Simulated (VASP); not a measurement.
Al, 1 atom in the cell. It takes space group Im-3m (No. 229, cubic). The conventional cell has a = 3.230 Å, b = 3.230 Å, c = 3.230 Å, α = 90.00°, β = 90.00°, γ = 90.00°. Al (site symmetry m-3m) has 8 Al at 2.80 Å as nearest neighbours. This isn't the form of Al at room conditions, which is fcc. The cell isn't the ideal one: strain +0.015 along x and y, +0.015 along z, atoms carried along.

* Program: VASP 6.6.1
* Task: single point
* Functional: PBE
* Potentials or basis: VASP PAW PBE potentials, release 64 (Al)
* Cutoff: 520 eV
* k mesh: 20 × 20 × 20
* Occupations: gaussian, width 0.15 eV
* Spin: no spin polarisation
* Dipole correction: no
* Further INCAR settings: ALGO = Normal; EDIFF = 1e-06; NBANDS = 8

Potentials or basis: VASP PAW PBE potentials, release 64 (Al).

Run with:

```bash
$ cat potpaw_PBE.64/Al/POTCAR > POTCAR
$ mpirun -np 1 vasp_std > vasp.out
```

Hardware: 1 thread of AMD EPYC 7R13 Processor (Zen 3), on a shared host.

Task: Estimate the wall time of this run.

Result: Wall time 33 s on 1 thread of AMD EPYC 7R13 Processor (Zen 3), on a shared host, peak memory 0.12 GiB. Counts: scf iterations 10, k points 256.
